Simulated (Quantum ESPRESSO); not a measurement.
# AlN (F-43m): from Born charge to LO-TO splitting

Wanted: the LO mode of AlN (F-43m) from the TO mode and the field response.

Calculated with Quantum ESPRESSO 7.5; DFT LDA, scalar-relativistic, plane waves, PseudoDojo norm-conserving pseudopotentials.

## 1. The relaxed structure

The structure is cubic, space group F-43m (No. 216). The conventional cell has a = 4.333 Å, b = 4.333 Å, c = 4.333 Å, α = 90.00°, β = 90.00°, γ = 90.00°. Nearest to Al lie 4 N at 1.88 Å. Nearest to N lie 4 Al at 1.88 Å. Farther neighbours and most contacts between anions are not listed.

Structure file:

```cif
data_structure
_symmetry_space_group_name_H-M 'P 1'
_symmetry_Int_Tables_number 1
_cell_length_a 3.0639
_cell_length_b 3.0639
_cell_length_c 3.0639
_cell_angle_alpha 60.000
_cell_angle_beta 60.000
_cell_angle_gamma 60.000
_cell_volume 20.34
loop_
_atom_site_label
_atom_site_type_symbol
_atom_site_fract_x
_atom_site_fract_y
_atom_site_fract_z
_atom_site_occupancy
Al1 Al 0.00000 0.00000 0.00000 1
N2 N 0.75000 0.75000 0.75000 1
```

This is the cell after its relaxation at this level of theory, not the database cell from which that began.

## 2. What the response run gave

A linear-response run on the relaxed cell, with the response to an electric field; only its zone-centre results are used. Cutoff 92 Ry, k mesh 8×8×8.

The program printed:

```text
[banners, grids, parts of the stress and lines that vanish by symmetry left out]
Program PHONON v.7.5
     Reading xml data from directory:

[...]
Exchange-correlation= PW
                           (   1   4   0   0   0   0   0)
[...]
kinetic-energy cut-off    =      92.0000  Ry
     charge density cut-off    =     368.0000  Ry
     convergence threshold     =      1.0E-18
[...]
Exchange-correlation= PW
                           (   1   4   0   0   0   0   0)
[...]
q = (   0.0000000   0.0000000   0.0000000 )
     25 Sym.Ops. (with q -> -q+G )
     G cutoff =  624.9746  (  16361 G-vectors)     FFT grid: ( 36, 36, 36)
     number of k points=    29
[...]
Mode symmetry, T_d (-43m)  point group:
[...]
Dielectric constant
[...]
End of electric fields calculation
          Dielectric constant in cartesian axis
          (       4.500016576       0.000000000      -0.000000000 )
          (      -0.000000000       4.500016576      -0.000000000 )
          (      -0.000000000      -0.000000000       4.500016576 )
          Effective charges (d Force / dE) in cartesian axis without acoustic sum rule applied (asr)
           atom    1  Al    Mean Z*:        2.52837
      Ex  (        2.52837        0.00000       -0.00000 )
      Ey  (        0.00000        2.52837       -0.00000 )
      Ez  (       -0.00000       -0.00000        2.52837 )
           atom    2  N     Mean Z*:       -2.53148
      Ex  (       -2.53148       -0.00000       -0.00000 )
      Ey  (        0.00000       -2.53148        0.00000 )
      Ez  (        0.00000        0.00000       -2.53148 )
          Effective charges Sum: Mean:       -0.00311
[...]
Effective charges (d Force / dE) in cartesian axis with asr applied:
           atom    1  Al    Mean Z*:        2.52993
[...]
atom    2  N     Mean Z*:       -2.52993
[...]
Representation #   1 modes #   1   2   3
[...]
End of self-consistent calculation
     Convergence has been achieved
     Representation #   2 modes #   4   5   6
[...]
End of self-consistent calculation
     Convergence has been achieved
[...]
Dielectric constant in cartesian axis
          (       4.500016576       0.000000000      -0.000000000 )
          (      -0.000000000       4.500016576      -0.000000000 )
          (      -0.000000000      -0.000000000       4.500016576 )
          Effective charges (d Force / dE) in cartesian axis without acoustic sum rule applied (asr)
           atom    1  Al    Mean Z*:        2.52837
      Ex  (        2.52837        0.00000       -0.00000 )
      Ey  (        0.00000        2.52837       -0.00000 )
      Ez  (       -0.00000       -0.00000        2.52837 )
           atom    2  N     Mean Z*:       -2.53148
      Ex  (       -2.53148       -0.00000       -0.00000 )
      Ey  (        0.00000       -2.53148        0.00000 )
      Ez  (        0.00000        0.00000       -2.53148 )
          Effective charges Sum: Mean:       -0.00311
[...]
Effective charges (d Force / dE) in cartesian axis with asr applied:
           atom    1  Al    Mean Z*:        2.52993
[...]
atom    2  N     Mean Z*:       -2.52993
[...]
q = (    0.000000000   0.000000000   0.000000000 )
[...]
freq (    1) =       0.028379 [THz] =       0.946628 [cm-1]
     freq (    2) =       0.028379 [THz] =       0.946628 [cm-1]
     freq (    3) =       0.028379 [THz] =       0.946628 [cm-1]
     freq (    4) =      20.070952 [THz] =     669.494906 [cm-1]
     freq (    5) =      20.070952 [THz] =     669.494906 [cm-1]
     freq (    6) =      20.070952 [THz] =     669.494906 [cm-1]
[...]
Mode symmetry, T_d (-43m)  point group:
     freq (   1-   3) =          0.9  [cm-1]   --> T_2  G_15 P_4   I+R
     freq (   4-   6) =        669.5  [cm-1]   --> T_2  G_15 P_4   I+R

   JOB DONE.
```

```csv
quantity,value
cell volume Ω (Å³),20.338
mass of Al (u),26.982
mass of N (u),14.007
"Born charge of Al, raw (e)",2.528
"Born charge of N, raw (e)",-2.531
ε∞,4.500
ω(TO) after the sum rule (cm⁻¹),669.5
```

## 3. The calculation

The charges must sum to zero over the cell; taking off their mean, -0.002 e, leaves Z* = 2.530 e on Al. In the polar mode Al moves against N, so the reduced mass is μ = 26.98 × 14.01 / 40.99 = 9.220 u.

A longitudinal wave builds up a field that adds to the restoring force: ω(LO)² = ω(TO)² + 4π Z*² / (μ Ω ε∞), in Hartree atomic units. With μ = 16808 electron masses and Ω = 137.25 bohr³ the second term is 7.7484e-06 Ha², or 373232 cm⁻² (1 Ha = 219474.6 cm⁻¹).

So ω(LO) = √(448217 + 373232) = 906.3 cm⁻¹, and by the Lyddane-Sachs-Teller relation ε₀ = ε∞ (ω(LO)/ω(TO))² = 8.25.

## 4. Check against the program

The analysis program adds the same non-analytic term to the full matrix, here for q along (1 0 0).

The program printed:

```text
[banner, memory and clock lines left out]
Program DYNMAT v.7.5

     Reading Dynamical Matrix from file g.dyn
     ...Force constants read
     ...epsilon and Z* read

     Polarizability (A^3 units)
     multiply by 0.461537 for Clausius-Mossotti correction
         5.664546   -0.000000   -0.000000
         0.000000    5.664546   -0.000000
        -0.000000   -0.000000    5.664546

     IR activities are in (D/A)^2/amu units

# mode   [cm-1]    [THz]      IR
    1     -0.00   -0.0000    0.0000
    2      0.00    0.0000    0.0000
    3      0.00    0.0000    0.0000
    4    669.49   20.0709   16.0153
    5    669.49   20.0709   16.0153
    6    906.34   27.1713   16.0153
```

ε₀ comes from the program's run without a direction of q.

```csv
quantity,by hand,program
ω(LO) (cm⁻¹),906.3,906.3
ε₀,8.25,8.25
```

## 5. Results

```json
{
  "TO mode": "669.5 cm⁻¹",
  "LO mode": "906.3 cm⁻¹",
  "static dielectric constant": "8.247"
}
```

What this shows: The LO mode of AlN (F-43m) lies at 906 cm⁻¹, 237 cm⁻¹ above the TO mode; the formula meets the program within 0.1 cm⁻¹, as it must for a cubic crystal with one polar mode. ω(LO)² − ω(TO)² goes with Z*²/ε∞: an error of 5 % in ε∞ would move the LO mode by 9.9 cm⁻¹, and semilocal functionals tend to overestimate ε∞. These are harmonic values at zero temperature, at the volume of this functional, for the structure held cubic; stability elsewhere in the zone is no part of this calculation.

[Host names and launcher messages were left out of these logs when they were recorded.]

[Logs are printed without paths, hosts, clocks, repeated set-up lines and the standing remarks that a program may print on its own settings, such as how far it seeks lower states.]

[Hosts, paths, dates, database ids (printed as entryN), source tags and the programs' standing remarks are cut or masked in the printed files.]
